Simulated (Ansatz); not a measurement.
## TiAl: energy along a strain

TiAl, P4/mmm, a = 2.837 Å, c = 4.059 Å (as given, not relaxed at this level: -0.7 GPa). The structure is a COD entry; whether it is the stable form wasn't checked. Ansatz: PBE, PAW, 420 eV, Γ-centred 16×16×12 mesh on 2 atoms, Gaussian smearing 0.15 eV; no spin polarisation. Cell vectors (Å): 2.837 0.000 0.000; 0.000 2.837 0.000; 0.000 0.000 4.059. The cell is strained by x per cent times the pattern (0 1 0 0 0 0) in the order xx yy zz yz xz xy (engineering shears), with fractional coordinates held. y is the free energy over the start, V0 = 16.338 Å³/atom.

```tsv
x (%)	y (meV/atom)
-6.00	?
-4.50	17.89
-3.00	6.66
-1.50	0.87
0.00	0.00
1.50	3.55
3.00	11.05
4.50	22.05
5.25	28.73
6.00	36.12
```

Fit y = c1 x + c2 x² + c3 x³ to the other rows, get the stiffness along the pattern, and predict the missing energy.

Least squares on the rows shown. y = 0.93753 x + 0.98620 x² − 0.023267 x³. The clamped-ion stiffness p·C·p = 2 × 9.862 eV × 160.2 / 16.338 Å³ = 193 GPa, which is C22 in these axes (second derivative at the start, which stands under stress). At x = -6.00 the fit asked for gives 34.90 meV/atom. The run gave 35.13 meV/atom, so the fit is 0.23 meV/atom too low, 0.64 % of the span of the series, against an rms of 0.02 meV/atom on the fitted rows. The row lies outside the fitted range. With a term in x⁴ added, a fit to the same known rows predicts 35.10 meV/atom, so most of the miss is curvature that the known rows already hold.